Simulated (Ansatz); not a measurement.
Convergence of H with the k-point mesh

The calculation used Ansatz, DFT PBE, scalar-relativistic, plane waves, PAW.

```xyz
4
Lattice="2.6106 -2.5490 0.0171 2.5612 2.4985 0.0231 0.0317 0.0048 4.1122" Properties=species:S:1:pos:R:3 pbc="T T T"
H     2.5602   -2.4315    0.2489
H     2.6638    0.2736    1.6709
H     2.5524   -0.2592    2.0451
H     2.6363    2.1444    3.7722
```

* plane-wave cutoff: 420 eV
* occupation rule: Gaussian smearing, 0.02 eV
* spin treatment: unpolarised

The atoms stay fixed while the k-point mesh is varied. ΔE is the energy extrapolated to zero smearing, less that of the reference run (6×6×6). The cell was strained and its atoms displaced at random, so that forces don't vanish. The meshes are Γ-centred. Pressure is positive in compression.

Tried: 1×1×1, 2×2×2, 4×4×2, 4×4×4, 6×6×6. From which k-point mesh on does the energy per atom stay within 100, 10 and 1 meV of the reference?

2×2×2 for 100 meV, 2×2×2 for 10 meV, 4×4×2 for 1 meV. The reference itself isn't shown to be converged. At 2×2×2, where the energy is within 10 meV, force components still miss by up to 0.015 eV/Å, where the largest force is 4.191 eV/Å.

```csv
mesh,ΔE (meV/atom),P (GPa),largest change of a force component (eV/Å),gap on mesh (eV),irreducible points
1×1×1,-225,-1.28,0.429,11.868,1
2×2×2,2.75,2.56,0.015,9.145,8
4×4×2,0.08,2.48,0.001,9.150,20
4×4×4,-0.01,2.47,0.000,9.150,36
6×6×6,0.00,2.47,0.000,9.150,112
```